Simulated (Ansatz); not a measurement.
# MoS2: the cost of one run

Computed with Ansatz 0.2.0 (DFT PBEsol+U (U_eff = 3 eV on Mo d), plane waves, PAW, unless a step's input says otherwise).

## Step 1: The starting structure

The structure is trigonal, space group R3m (No. 160). Conventional cell: a = 3.163 Å, b = 3.163 Å, c = 18.370 Å, α = 90.00°, β = 90.00°, γ = 120.00°. Mo (site symmetry 3m) has 6 S at 2.36 Å as nearest neighbours. S (site symmetry 3m) is surrounded by 3 Mo at 2.36 Å.

Structure file:

```
CELL_PARAMETERS angstrom
1.58150 0.91308 6.12333
-1.58150 0.91308 6.12333
0.00000 -1.82616 6.12333
ATOMIC_POSITIONS crystal
Mo 0.00000 0.00000 0.00000
S 0.74840 0.74840 0.74840
S 0.58490 0.58490 0.58490
```

## Step 2: Ferromagnetic start, free, symmetry kept, no search

Input file input.yaml:

```yaml
crystal:
  lattice:
    - [1.58149989, 0.91307939, 6.12332821]
    - [-1.58149989, 0.91307939, 6.12332821]
    - [0.0, -1.82615878, 6.12332821]
  atoms:
    - { symbol: Mo, position: [0.0, 0.0, 0.0], spin: 2.0 }
    - { symbol: S, position: [0.7484, 0.7484, 0.7484] }
    - { symbol: S, position: [0.5849, 0.5849, 0.5849] }
basis:
  ecutwfc: 420
  ecutrho_ratio: 4
kpoints:
  mp_grid: { grid: [7, 7, 7] }
hamiltonian:
  xc: pbesol
  hubbard: { sites: [{ site: 0, l: d, u_eff: 3.0 }] }
scf:
  occupations: { method: gaussian, width: 0.05 }
  lower_state_search: "off"
  max_iter: 150
output:
  forces: true
  stress: true
  eigenvalues: true
  populations: true
  hubbard: { sites: [{ site: 0, l: d }] }
magnetization:
  spin_polarized: true
```

On the command line:

```console
> ansatz run input.yaml --threads 2 --pin off --max-ram 3072MiB --backend cpu --events-out ev --progress --plain --runs-dir out
```

Q: Estimate wall time and peak memory on 2 threads of Intel Xeon 6975P-C (Granite Rapids), shared host.

About 8.8 s, with a peak of 0.47 GiB.
